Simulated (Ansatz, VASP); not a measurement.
Two plane-wave programs on PbSe

INCAR

```
SYSTEM = PbSe
PREC = Accurate ; ENCUT = 520
EDIFF = 1E-6 ; ISMEAR = -1
SIGMA = 0.02 ; LREAL = .FALSE.
LASPH = .TRUE. ; NELM = 100
ALGO = Normal ; ISIF = 2
LWAVE = .FALSE. ; LCHARG = .FALSE.
GGA = PE ; NBANDS = 17
```

Contents of KPOINTS:

```
Automatic mesh
0
G
  8 8 8
  0 0 0
```

Contents of POSCAR:

```
PbSe
1.0
    0.0000000000      3.0887022216      3.0887022216
    3.0887022216      0.0000000000      3.0887022216
    3.0887022216      3.0887022216      0.0000000000
Pb Se
1 1
Direct
    0.0000000000      0.0000000000      0.0000000000
    0.5000000000      0.5000000000      0.5000000000
```

Input for Ansatz:

```yaml
crystal:
  lattice:
    - [0.0, 3.0887022216, 3.0887022216]
    - [3.0887022216, 0.0, 3.0887022216]
    - [3.0887022216, 3.0887022216, 0.0]
  atoms:
    - { symbol: Pb, position: [0.0, 0.0, 0.0] }
    - { symbol: Se, position: [0.5, 0.5, 0.5] }
kpoints:
  mp_grid: { grid: [8, 8, 8] }
  band_path:
    path:
      - [[0.0, 0.0, 0.0], [0.5, 0.0, 0.5], [0.625, 0.25, 0.625]]
      - [[0.375, 0.375, 0.75], [0.0, 0.0, 0.0], [0.5, 0.5, 0.5], [0.5, 0.25, 0.75], [0.5, 0.0, 0.5]]
    npoints: 10
hamiltonian:
  xc: pbe
scf:
  occupations: { method: fermi_dirac, width: 0.02 }
  n_extra_bands: 4
output:
  forces: true
  stress: true
  eigenvalues: true
```

The cell was built by a generator and needn't be a form met in nature.

Alike in both runs: task single point; functional PBE; k mesh 8 × 8 × 8; occupations fermi-dirac, width 0.02 eV; no spin polarisation.

|  | VASP | Ansatz |
| --- | --- | --- |
| version | VASP 6.6.1 | Ansatz 0.2.0 |
| potentials or method | VASP PAW PBE potentials, release 64 (Pb_d, Se) | plane waves, PAW |
| plane-wave cutoff (eV) | 520 | 420 |
| valence electrons in the cell | 20 | 30 |

|  | VASP | Ansatz | Ansatz less VASP |
| --- | --- | --- | --- |
| pressure (GPa) | 0.9 | 0.9 | +0.02 |

With one functional, cell and mesh, what is left measures potentials, basis and numerics. The two sets of potentials don't hold the same shells in valence.

Caveats: spin-orbit coupling is left out, which as a rule narrows the gap of such compounds by several tenths of an eV.
